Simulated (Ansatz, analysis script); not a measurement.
# Energy of spin spirals in a free-standing triangular Ru monolayer, spacing 2.74 Å

Spirals are solved in the crystal's own cell at each q. What do they say of the order in a free-standing triangular Ru monolayer, spacing 2.74 Å?

Main program and level: Ansatz 0.2.0; PBE, PAW set soft_1.

### Step 1. The structure

The cell holds 1 atom: 1 Ru. Its edges and angles: a = 2.740 Å, b = 2.740 Å, c = 14.000 Å, α = 90.0°, β = 90.0°, γ = 120.0°. An idealised lattice of chosen spacing, in vacuum. Vacuum lies along c.

Coordinates:

```cif
data_structure
_symmetry_space_group_name_H-M 'P 1'
_symmetry_Int_Tables_number 1
_cell_length_a 2.7400
_cell_length_b 2.7400
_cell_length_c 14.0000
_cell_angle_alpha 90.000
_cell_angle_beta 90.000
_cell_angle_gamma 120.000
_cell_volume 91.02
loop_
_atom_site_label
_atom_site_type_symbol
_atom_site_fract_x
_atom_site_fract_y
_atom_site_fract_z
_atom_site_occupancy
Ru1 Ru 0.00000 0.00000 0.50000 1
```

### Step 2. Starting state

A collinear run comes first: it shows whether moments survive, and how large they are.

Contents of input.yaml:

```yaml
crystal:
  lattice:
    - [2.74, 0.0, 0.0]
    - [-1.37, 2.37291, 0.0]
    - [0.0, 0.0, 14.0]
  atoms:
    - { symbol: Ru, position: [0.0, 0.0, 0.5], spin: 1.5 }
magnetization:
  spin_polarized: true
kpoints:
  mp_grid: { grid: [9, 9, 1] }
hamiltonian:
  xc: pbe
  pseudopotentials: { kind: paw, azcp: { folder: soft_1 } }
scf:
  occupations: { method: fermi_dirac, width: 0.1 }
  max_iter: 120
  convergence: { dr2_threshold: 1.0e-08 }
  lower_state_search: "off"
```

Run with:

```
$ ansatz run input.yaml --threads 4 --pin off --max-ram 8192MiB --backend cpu --events-out ev --progress --plain --runs-dir out
```

Numbers of over 12 decimals in the logs are rounded to 6 here.

What it wrote:

```text
Engine: ansatz 0.2.0, x86_64-unknown-linux-gnu
Pseudopotentials: kind: paw
Pseudopotential: Ru, paw, valence charge 16, recommended cutoff 420 eV (normal), soft_1/Ru.paw.azcp
Functional definition: PBE
  parameter kappa = 0.804
  parameter beta = 0.066725
  exchange = pbe_x(kappa = kappa, mu = beta*pi^2/3)
  correlation = pbe_c(beta = beta)
Crystal: 1 atoms, lattice volume = 91.025 Å³
Basis set: ecut = 420 eV, 1793 PW (Γ)
Bands: 13, of which v1, the nominal top of the filled ones, is band 8 counted from 1 (7 counted from 0)
Symmetry: 24 space group operations
Space group: P6/mmm (ITA 191), of the structure as read, at distance tolerance 4.5e-5 Å
Magnetic group: BNS 191.233 (UNI 1463), of the structure as read, at distance tolerance 4.5e-5 Å
k-points: 12 of 81
Non-local potential: Ru, projectors of the file, l = 0: 3, l = 1: 2, l = 2: 2, l = 3: 1
PAW form: soft (Blöchl's): semilocal exchange-correlation on the pseudo side does not see the compensation charge
PAW one-centre angular grid: Ru, 590 points (default); XC on 64 Gauss nodes
Initial density: superposition of atomic densities (neutral atoms: chi_scale 0, normalization atom)
Starting moments: Σ|m| = 1.5 μB on 1 of 1 site
Initial wavefunctions: pseudopotential atomic-orbital guess
Functional: x = pbe(κ = 0.804, μ = 0.219515), c = pbe(β = 0.066725)
SCF iter   1: F=—  HF=-5876.429434 eV  |F-HF|=—  |Δ(HF+E_count)|=         —  Δρ=3.05e-2 (↑3.05e-2 ↓1.69e-2)  dr2=1.35e0  dr2_m=2.22e-1  M=1.355 μB ∫|m|=1.355 μB  β_m=0.30  ethr=3.10e-3  ⟨swp⟩=6.1  Hψ=1858  notcnv=0
preconditioner: auto → LDOS  [metal: Δε(μ)=0.070 eV  Ē_g=7.089 eV  σ=0.100 eV  W_gap=0.17  n_scr=8 (ndim 8)  ℏωp=11.0 eV  f_vac=0.674  D(μ)=2.67/eV (n_scr^D=10)]
spin=Collinear: LDOS preconditioning applied to the charge; magnetization (m = ρ↑ − ρ↓) channel mixes plain (no charge-response kernel on spin).
SCF iter   2: F=—  HF=-5876.238688 eV  |F-HF|=—  |Δ(HF+E_count)|=   1.91e-1  Δρ=1.75e-2 (↑1.75e-2 ↓1.29e-2)  dr2=4.79e-1  dr2_m=9.72e-2  M=1.462 μB ∫|m|=1.462 μB  β_m=0.30  ethr=3.10e-3  ⟨swp⟩=2.8  Hψ=683  notcnv=0
SCF iter   3: F=—  HF=-5876.154753 eV  |F-HF|=—  |Δ(HF+E_count)|=   8.39e-2  Δρ=9.43e-3 (↑6.65e-3 ↓9.43e-3)  dr2=2.27e-2  dr2_m=4.35e-2  M=1.529 μB ∫|m|=1.529 μB  β_m=1.00  ethr=2.99e-3  ⟨swp⟩=2.1  Hψ=534  notcnv=0
SCF iter   4: F=—  HF=-5876.229840 eV  |F-HF|=—  |Δ(HF+E_count)|=   7.51e-2  Δρ=4.91e-3 (↑2.43e-3 ↓4.91e-3)  dr2=1.59e-2  dr2_m=8.04e-3  M=1.673 μB ∫|m|=1.674 μB  β_m=1.00  ethr=1.42e-4  ⟨swp⟩=2.4  Hψ=735  notcnv=0
SCF iter   5: F=—  HF=-5876.235694 eV  |F-HF|=—  |Δ(HF+E_count)|=   5.85e-3  Δρ=2.90e-3 (↑2.72e-3 ↓2.90e-3)  dr2=3.30e-3  dr2_m=3.94e-3  M=1.766 μB ∫|m|=1.766 μB  β_m=1.00  ethr=9.93e-5  ⟨swp⟩=2.5  Hψ=565  notcnv=0
SCF iter   6: F=—  HF=-5876.237595 eV  |F-HF|=—  |Δ(HF+E_count)|=   1.90e-3  Δρ=1.49e-3 (↑9.49e-4 ↓1.49e-3)  dr2=9.62e-4  dr2_m=1.00e-3  M=1.818 μB ∫|m|=1.818 μB  β_m=1.00  ethr=2.06e-5  ⟨swp⟩=2.0  Hψ=546  notcnv=0
SCF iter   7: F=—  HF=-5876.238672 eV  |F-HF|=—  |Δ(HF+E_count)|=   1.08e-3  Δρ=1.13e-3 (↑1.13e-3 ↓7.54e-4)  dr2=5.58e-4  dr2_m=4.47e-4  M=1.846 μB ∫|m|=1.847 μB  β_m=0.30  ethr=6.01e-6  ⟨swp⟩=2.6  Hψ=607  notcnv=0
Mixer restart at iter 7: flushing history
spin-set hold released at iteration 7 (site moments contracting): the magnetisation degrees of freedom join the quasi-Newton model from the next iteration; the mixer history was flushed
SCF iter   8: F=—  HF=-5876.239702 eV  |F-HF|=—  |Δ(HF+E_count)|=   1.03e-3  Δρ=9.54e-4 (↑9.54e-4 ↓6.83e-4)  dr2=3.06e-4  dr2_m=3.96e-4  M=1.854 μB ∫|m|=1.854 μB  β_m=0.61  ethr=3.49e-6  ⟨swp⟩=1.0  Hψ=313  notcnv=0
SCF iter   9: F=—  HF=-5876.241068 eV  |F-HF|=—  |Δ(HF+E_count)|=   1.37e-3  Δρ=4.31e-4 (↑4.31e-4 ↓3.37e-4)  dr2=1.71e-5  dr2_m=1.21e-4  M=1.883 μB ∫|m|=1.883 μB  β_m=0.82  ethr=1.91e-6  ⟨swp⟩=2.8  Hψ=536  notcnv=0
SCF iter  10: F=—  HF=-5876.241169 eV  |F-HF|=—  |Δ(HF+E_count)|=   1.01e-4  Δρ=1.10e-4 (↑7.33e-5 ↓1.10e-4)  dr2=2.08e-5  dr2_m=2.03e-6  M=1.898 μB ∫|m|=1.898 μB  β_m=0.77  ethr=1.07e-7  ⟨swp⟩=2.5  Hψ=561  notcnv=0
SCF iter  11: F=—  HF=-5876.241171 eV  |F-HF|=—  |Δ(HF+E_count)|=   2.34e-6  Δρ=2.34e-5 (↑2.34e-5 ↓1.81e-5)  dr2=8.51e-8  dr2_m=3.16e-7  M=1.900 μB ∫|m|=1.900 μB  β_m=0.88  ethr=1.07e-7  ⟨swp⟩=2.5  Hψ=487  notcnv=0
SCF iter  12: F=—  HF=-5876.241169 eV  |F-HF|=—  |Δ(HF+E_count)|=   2.69e-6  Δρ=5.55e-6 (↑5.10e-6 ↓5.55e-6)  dr2=1.80e-8  dr2_m=1.89e-8  M=1.901 μB ∫|m|=1.901 μB  β_m=0.94  ethr=5.32e-10  ⟨swp⟩=3.0  Hψ=597  notcnv=0
iter 13 met the thresholds in force, and the SCF goes on: an eigenvalue changes by 0.18 meV, over its tolerance of 0.16 meV (output.eigenvalues, Limitations)
SCF iter  13: F=-5876.241169 eV  HF=-5876.241169 eV  |F-HF|=4.82e-10  |Δ(HF+E_count)|=   7.90e-8  Δρ=7.15e-7 (↑7.15e-7 ↓5.28e-7)  dr2=8.30e-10  dr2_m=6.40e-11  M=1.901 μB ∫|m|=1.901 μB  β_m=0.94  ethr=6.25e-11  ⟨swp⟩=2.8  Hψ=658  notcnv=0
SCF iter  14: F=-5876.241169 eV  HF=-5876.241169 eV  |F-HF|=8.37e-11  |Δ(HF+E_count)|=  7.25e-10  Δρ=3.41e-7 (↑1.80e-7 ↓3.41e-7)  dr2=9.31e-11  dr2_m=2.04e-11  M=1.901 μB ∫|m|=1.901 μB  ethr=5.18e-12  ⟨swp⟩=1.0  Hψ=977  notcnv=0
SCF 1 converged in 14 iterations: F = -5876.241169 eV  dr2 = 9.31e-11
  greatest PAW one-centre occupation: 1.000 electrons in one spin orbital (limit 2), on the Ru atom at site 0 (counted from 0), in its partial waves of l = 0
SCF converged after 14 iterations
an eigenvalue changed by more than its tolerance at an iteration that met the thresholds in force, so the SCF went on 1 time: the last check found none over its tolerance
Magnetization: 1.9009 μB (8.9505 up, 7.0495 down)
Absolute magnetization: 1.9012 μB (∫|ρ↑−ρ↓|, with the PAW one-centre terms)
Spin contamination: 0.0068 ħ² per cell (⟨S²⟩ above its minimum at these occupations)
Per-site moments (μB) at R_I (Å): [(1.627379, 1.130250)]
Free energy (F): -5876.241169 eV
Harris-Foulkes:  -5876.241169 eV  (|F-HF|=8.37e-11)
Internal energy: -5876.181371 eV  (E = F + TS)
E sigma→0 (E₀):  -5876.211270 eV
Entropy (-TS):   -0.059798 eV (-59.798 meV/atom)
Fermi energy:    -0.915981 eV
--- Per-component energies (eV) ---
  E_band       = -427.336525
  E_kinetic    = 453.596179
  E_local      = -7999.482527  (includes V_loc(G=0)·N_el)
  E_nonlocal   = 417.440956
  E_hartree    = 3599.133537
  E_xc         = -165.810743
  E_vxc        = -209.167861  (∫ρ·V_xc dr)
  E_paw        = -3502.862766  (= ΣΔE_a)
  E_vpaw       = -287.990992  (= ΣTr[D̂ρ^β])
  E_aug_tail   = 0.000669  (compensation charges beyond the density's cutoff)
  E_ewald      = 1321.803325
  E_smearing   = -0.059798  (= −TS)
  E_closure    = -0.000000  (closes the sum)
  Σ components = -5876.241169   (vs F -5876.241169, Δ=0.00e0)
```

Run time: 1.9 s. Hardware: 4 threads of Intel Xeon Platinum 8559C (Emerald Rapids), shared host; peak memory 0.31 GiB; 3.3 s of CPU time.

Spin moment in the atom's sphere by atom:

| atom | spin moment in the atom's sphere (μB) |
| --- | --- |
| Ru1 | 1.63 |

The run ends ferromagnetic, with a net moment of 1.90 μB a cell. With one Ru atom carrying the moment, parallel order of its images is forced by the cell, not found.

### Step 3. Mesh refined

Levels at the Fermi energy are partly filled, so moments and energy differences can hang on the k-mesh, and the state is solved again on a denser one.

input.yaml, the sections that differ from step 2:

```yaml
crystal:
  lattice:
    - [2.74, 0.0, 0.0]
    - [-1.37, 2.37291, 0.0]
    - [0.0, 0.0, 14.0]
  atoms:
    - { symbol: Ru, position: [0.0, 0.0, 0.5], spin: 1.63 }
kpoints:
  mp_grid: { grid: [23, 23, 1] }
basis:
  ecutwfc: 420.0
checkpoint:
  read: start
  write: ck
  compress: false
  write_wavefunctions: false
  write_every: 100000
# magnetization, hamiltonian, scf: as in step 2
```

What it wrote:

```text
[...]
SCF converged after 7 iterations
Magnetization: 1.8390 μB (8.9195 up, 7.0805 down)
Absolute magnetization: 1.8410 μB (∫|ρ↑−ρ↓|, with the PAW one-centre terms)
[...]
Per-site moments (μB) at R_I (Å): [(1.584386, 1.130250)]
Free energy (F): -5876.256302 eV
[...]
Internal energy: -5876.197508 eV  (E = F + TS)
E sigma→0 (E₀):  -5876.226905 eV
Entropy (-TS):   -0.058795 eV (-58.795 meV/atom)
Fermi energy:    -0.927140 eV
[...]
```

Run time: 1.1 s. Hardware: 4 threads; peak memory 0.42 GiB.

Spin moment in the atom's sphere by atom:

| atom | spin moment in the atom's sphere (μB) |
| --- | --- |
| Ru1 | 1.58 |

The run ends ferromagnetic, with a net moment of 1.84 μB a cell, against 1.90 μB on the first mesh.

Each spiral starts from these moments, tilted 90° from the rotation axis z (a flat spiral); sizes are free, while the program holds flat spirals in their plane. Spin–orbit coupling is switched off, so the energy does not depend on how the axis lies in the crystal. The folder named start holds the saved collinear state, from which each run begins.

The runs on spinors take the mesh 24×24×1.

### Step 4. q = (0, 0, 0)

The reference is the same input at q = 0, so that basis and exchange-correlation form match those at other q. Every q is chosen so that q/2 is a mesh vector: every spiral then samples the k-points of q = 0, and much mesh noise cancels.

input.yaml, the sections that differ from step 3:

```yaml
crystal:
  lattice:
    - [2.74, 0.0, 0.0]
    - [-1.37, 2.37291, 0.0]
    - [0.0, 0.0, 14.0]
  atoms:
    - { symbol: Ru, position: [0.0, 0.0, 0.5], spin: 1.58, spin_axis: [1.0, 0.0, 0.0] }
kpoints:
  mp_grid: { grid: [24, 24, 1] }
magnetization:
  noncollinear: true
  spin_spiral: { q: [0.0, 0.0, 0.0] }
checkpoint:
  read: start
# hamiltonian, scf, basis: as in step 3
```

Run with:

```
$ ansatz run input.yaml --threads 1 --pin off --max-ram 2048MiB --backend cpu --events-out ev --progress --plain --runs-dir out
```

What it wrote:

```text
Warning: checkpoint.read: spin treatment differs: saved collinear, current noncollinear; the saved charge density seeds this run and the saved magnetisation is carried along the axis that this deck's starting moments share; the saved density holds an absolute magnetisation of 1.8e0 μB; saved orbitals and DFT+U occupations are not carried; the saved PAW projector densities are carried along that axis
Warning: checkpoint.read: magnetization.spin_spiral differs: saved none, current q = [0, 0, 0]; the saved state is no spin spiral's: the SCF starts from none of its orbitals and from its density, each atom's moment turned about z as a whole to its place on this deck's spiral. A spiral's own state at q: [0, 0, 0] serves better
[...]
Crystal: 1 atoms, lattice volume = 91.025 Å³
Basis set: ecut = 420 eV, 1793 PW (Γ)
Bands: 24, of which v1, the nominal top of the filled ones, is band 16 counted from 1 (15 counted from 0)
[... 1 set-up line as in the run before ...]
k-points: 61 of 576
Spin spiral: q = (0, 0, 0) of the reciprocal vectors; moments are told in the frame that turns with it, a site's in that at the site
[...]
SCF iter   6: F=-5876.255383 eV  HF=-5876.255383 eV  |F-HF|=2.70e-9  |Δ(HF+E_count)|=   2.20e-9  Δρ=4.10e-6  dr2=5.32e-9  dr2_m=3.50e-9  ethr=6.25e-11  |M|=1.84e0 ∫|m|=1.84e0 μB  |m|>n=3.5e-2 m-floor=3.5e-2 τ_xc=7.2e-9 mc-row=3.5e-2  ⟨swp⟩=2.0  Hψ=2542  notcnv=0
SCF 1 converged in 6 iterations: F = -5876.255383 eV  dr2 = 5.32e-9
[...]
SCF converged after 6 iterations
Magnetization: |M| = 1.8382 μB,  M = (+1.8382, +0.0000, +0.0000) μB
Absolute magnetization: 1.8400 μB (∫|m|, with the PAW one-centre terms)
  site 0: m = (+1.5840, +0.0000, +0.0000) μB, |m| = 1.5840 μB  (R = 1.13 Å)
Free energy (F): -5876.255383 eV
[...]
Internal energy: -5876.194775 eV  (E = F + TS)
E sigma→0 (E₀):  -5876.225079 eV
Entropy (-TS):   -0.060607 eV (-60.607 meV/atom)
Fermi energy:    -0.924252 eV
[...]
```

Run time: 14 s. Hardware: 1 thread; peak memory 0.57 GiB.

The largest moment is 1.58 μB, against 1.58 μB in the collinear run.

### Step 5. q = (0.083, 0.083, 0)

Only q changes. The cell stays that of the crystal, since the generalised Bloch theorem carries the rotation from cell to cell.

Changes to input.yaml since step 4:

```diff
@@ -21,3 +21,3 @@
   noncollinear: true
-  spin_spiral: { q: [0.0, 0.0, 0.0] }
+  spin_spiral: { q: [0.08333333, 0.08333333, 0.0] }
 checkpoint:
```

What it wrote:

```text
[...]
Crystal: 1 atoms, lattice volume = 91.025 Å³
Basis set: ecut = 420 eV, 1793 PW (Γ)
Bands: 24, of which v1, the nominal top of the filled ones, is band 16 counted from 1 (15 counted from 0)
Symmetry: 4 space group operations
k-points: 157 of 576
[...]
SCF iter   8: F=-5876.268909 eV  HF=-5876.268909 eV  |F-HF|=8.08e-10  |Δ(HF+E_count)|=   4.53e-9  Δρ=3.07e-6  dr2=3.89e-9  dr2_m=2.03e-9  ethr=6.25e-11  |M|=1.80e0 ∫|m|=1.85e0 μB  |m|>n=3.4e-2 m-floor=3.4e-2 τ_xc=1.4e-2 mc-row=3.4e-2 uncertified=34  ⟨swp⟩=3.0  Hψ=8706  notcnv=0
SCF 1 converged in 8 iterations: F = -5876.268909 eV  dr2 = 3.89e-9
[...]
SCF converged after 8 iterations
Magnetization: |M| = 1.8038 μB,  M = (+1.8038, +0.0000, +0.0000) μB
Absolute magnetization: 1.8532 μB (∫|m|, with the PAW one-centre terms)
  site 0: m = (+1.5998, +0.0000, +0.0000) μB, |m| = 1.5998 μB  (R = 1.13 Å)
Free energy (F): -5876.268909 eV
[...]
Internal energy: -5876.214465 eV  (E = F + TS)
E sigma→0 (E₀):  -5876.241687 eV
Entropy (-TS):   -0.054444 eV (-54.444 meV/atom)
Fermi energy:    -0.892903 eV
[...]
```

It took 38 s on 1 thread; peak memory 0.88 GiB.

The energy of the cell lies 13.5 meV below that at q = 0, and the largest moment is 1.60 μB against 1.58 μB.

### Step 6. q = (0.167, 0, 0)

Changes to input.yaml since step 5:

```diff
@@ -21,3 +21,3 @@
   noncollinear: true
-  spin_spiral: { q: [0.08333333, 0.08333333, 0.0] }
+  spin_spiral: { q: [0.16666667, 0.0, 0.0] }
 checkpoint:
```

What it wrote:

```text
[...]
Crystal: 1 atoms, lattice volume = 91.025 Å³
Basis set: ecut = 420 eV, 1793 PW (Γ)
Bands: 24, of which v1, the nominal top of the filled ones, is band 16 counted from 1 (15 counted from 0)
[... 1 set-up line as in the run before ...]
k-points: 157 of 576
[...]
SCF iter   8: F=-5876.268890 eV  HF=-5876.268890 eV  |F-HF|=8.64e-11  |Δ(HF+E_count)|=   1.24e-8  Δρ=3.83e-6  dr2=5.80e-9  dr2_m=3.09e-9  ethr=6.25e-11  |M|=1.78e0 ∫|m|=1.84e0 μB  |m|>n=3.4e-2 m-floor=3.4e-2 τ_xc=1.5e-2 mc-row=3.4e-2  ⟨swp⟩=1.0  Hψ=11798  notcnv=0
SCF 1 converged in 8 iterations: F = -5876.268890 eV  dr2 = 5.80e-9
[...]
SCF converged after 8 iterations
Magnetization: |M| = 1.7800 μB,  M = (+1.7800, +0.0000, +0.0000) μB
Absolute magnetization: 1.8447 μB (∫|m|, with the PAW one-centre terms)
  site 0: m = (+1.5921, +0.0000, +0.0000) μB, |m| = 1.5921 μB  (R = 1.13 Å)
Free energy (F): -5876.268890 eV
[...]
Internal energy: -5876.213411 eV  (E = F + TS)
E sigma→0 (E₀):  -5876.241150 eV
Entropy (-TS):   -0.055479 eV (-55.479 meV/atom)
Fermi energy:    -0.883604 eV
[...]
```

Elapsed: 36 s, on 1 thread; peak memory 0.88 GiB.

The energy of the cell lies 13.5 meV below that at q = 0, and the largest moment is 1.59 μB against 1.58 μB.

### Step 7. q = (0.333, 0, 0)

Changes to input.yaml since step 6:

```diff
@@ -21,3 +21,3 @@
   noncollinear: true
-  spin_spiral: { q: [0.16666667, 0.0, 0.0] }
+  spin_spiral: { q: [0.33333333, 0.0, 0.0] }
 checkpoint:
```

What it wrote:

```text
[...]
Crystal: 1 atoms, lattice volume = 91.025 Å³
Basis set: ecut = 420 eV, 1793 PW (Γ)
Bands: 24, of which v1, the nominal top of the filled ones, is band 16 counted from 1 (15 counted from 0)
[... 1 set-up line as in the run before ...]
k-points: 157 of 576
[...]
SCF iter  10: F=-5876.221674 eV  HF=-5876.221674 eV  |F-HF|=6.82e-11  |Δ(HF+E_count)|=   5.05e-9  Δρ=1.55e-6  dr2=5.32e-10  dr2_m=5.97e-10  ethr=1.98e-11  |M|=1.54e0 ∫|m|=1.76e0 μB  |m|>n=3.2e-2 m-floor=3.2e-2 τ_xc=1.3e-2 mc-row=3.2e-2  ⟨swp⟩=1.0  Hψ=11373  notcnv=0
SCF 1 converged in 10 iterations: F = -5876.221674 eV  dr2 = 5.32e-10
[...]
SCF converged after 10 iterations
Magnetization: |M| = 1.5433 μB,  M = (+1.5433, +0.0000, +0.0000) μB
Absolute magnetization: 1.7600 μB (∫|m|, with the PAW one-centre terms)
  site 0: m = (+1.4943, +0.0000, +0.0000) μB, |m| = 1.4943 μB  (R = 1.13 Å)
Free energy (F): -5876.221674 eV
[...]
Internal energy: -5876.151133 eV  (E = F + TS)
E sigma→0 (E₀):  -5876.186404 eV
Entropy (-TS):   -0.070542 eV (-70.542 meV/atom)
Fermi energy:    -0.836576 eV
[...]
```

Wall time 42 s (1 thread); peak memory 0.9 GiB.

The energy of the cell lies 33.7 meV above that at q = 0, and the largest moment is 1.49 μB against 1.58 μB.

### Step 8. q = (0.5, 0, 0)

Changes to input.yaml since step 7:

```diff
@@ -21,3 +21,3 @@
   noncollinear: true
-  spin_spiral: { q: [0.33333333, 0.0, 0.0] }
+  spin_spiral: { q: [0.5, 0.0, 0.0] }
 checkpoint:
```

What it wrote:

```text
[...]
Crystal: 1 atoms, lattice volume = 91.025 Å³
Basis set: ecut = 420 eV, 1793 PW (Γ)
Bands: 24, of which v1, the nominal top of the filled ones, is band 16 counted from 1 (15 counted from 0)
[... 1 set-up line as in the run before ...]
k-points: 157 of 576
[...]
SCF iter  11: F=-5876.174577 eV  HF=-5876.174577 eV  |F-HF|=9.64e-11  |Δ(HF+E_count)|=   1.25e-9  Δρ=9.73e-7  dr2=2.39e-10  dr2_m=2.63e-10  ethr=2.21e-11  |M|=1.27e0 ∫|m|=1.52e0 μB  |m|>n=3.0e-2 m-floor=3.0e-2 τ_xc=4.4e-3 mc-row=3.0e-2  ⟨swp⟩=1.0  Hψ=11168  notcnv=0
SCF 1 converged in 11 iterations: F = -5876.174577 eV  dr2 = 2.39e-10
[...]
SCF converged after 11 iterations
[...]
Magnetization: |M| = 1.2746 μB,  M = (+1.2746, -0.0000, +0.0000) μB
Absolute magnetization: 1.5168 μB (∫|m|, with the PAW one-centre terms)
  site 0: m = (+1.2726, -0.0000, +0.0000) μB, |m| = 1.2726 μB  (R = 1.13 Å)
Free energy (F): -5876.174577 eV
[...]
Internal energy: -5876.082390 eV  (E = F + TS)
E sigma→0 (E₀):  -5876.128484 eV
Entropy (-TS):   -0.092186 eV (-92.186 meV/atom)
Fermi energy:    -0.832373 eV
[...]
```

Wall time 46 s (1 thread); peak memory 0.92 GiB.

The energy of the cell lies 80.8 meV above that at q = 0, and the largest moment is 1.27 μB against 1.58 μB.

The other 5 runs of this kind were made alike; their results stand in the table below.

### Step 9. Side runs that gave no result

| changed | outcome |
| --- | --- |
| scf.occupations | refused or stopped by the program |

### Step 10. The spirals together

| q (reciprocal lattice) | path length (1/Å) | E(q) − E(0) (meV a magnetic atom) | \|m\| Ru no. 1 (μB) |
| --- | --- | --- | --- |
| (0, 0, 0) | 0.000 | 0.00 | 1.58 |
| (0.167, 0, 0) | 0.441 | -13.51 | 1.59 |
| (0.25, 0, 0) | 0.662 | -1.31 | 1.57 |
| (0.333, 0, 0) | 0.883 | 33.71 | 1.49 |
| (0.5, 0, 0) | 1.324 | 80.81 | 1.27 |
| (0.417, 0.167, 0) | 1.706 | 80.02 | 1.24 |
| (0.333, 0.333, 0) | 2.088 | 91.83 | 1.16 |
| (0.25, 0.25, 0) | 2.471 | 64.98 | 1.28 |
| (0.167, 0.167, 0) | 2.853 | 8.97 | 1.52 |
| (0.083, 0.083, 0) | 3.235 | -13.53 | 1.60 |
| (0, 0, 0) | 3.617 | 0.00 | 1.58 |

### Step 11. Results

```
lowest point of the path : q = (0.083, 0.083, 0), -13.5 meV a magnetic atom from q = 0
highest point            : 91.8 meV a magnetic atom
```

In words: The state at q = (0.083, 0.083, 0) lies 13.5 meV a magnetic atom below the ferromagnetic start, so that start is not the lowest state. The moments change by at most 27 % from their size at q = 0, so they are itinerant and a model of rigid spins is rough. No spin model is given, since the moments change too much along the path. The 10 spiral runs took 7.1 min of wall time, added up. Energies are free energies at a smearing of 0.1 eV, and with partly filled levels differences shift, at times strongly, as the smearing goes to zero. The cell was taken as built, with atoms unrelaxed. In doubt: the program's search for lower states was switched off, so a lower magnetic state than those reached may exist.

[Logs and program files are shortened in this print: banners, set-up blocks, solver, clock and traceback lines can be left out without a mark of their own.]

[Logs are printed without paths, hosts, clocks, repeated set-up lines and the standing remarks that a program may print on its own settings, such as how far it seeks lower states.]

[Hosts, paths, dates, database ids (printed as entryN), source tags and the programs' standing remarks are cut or masked in the printed files.]
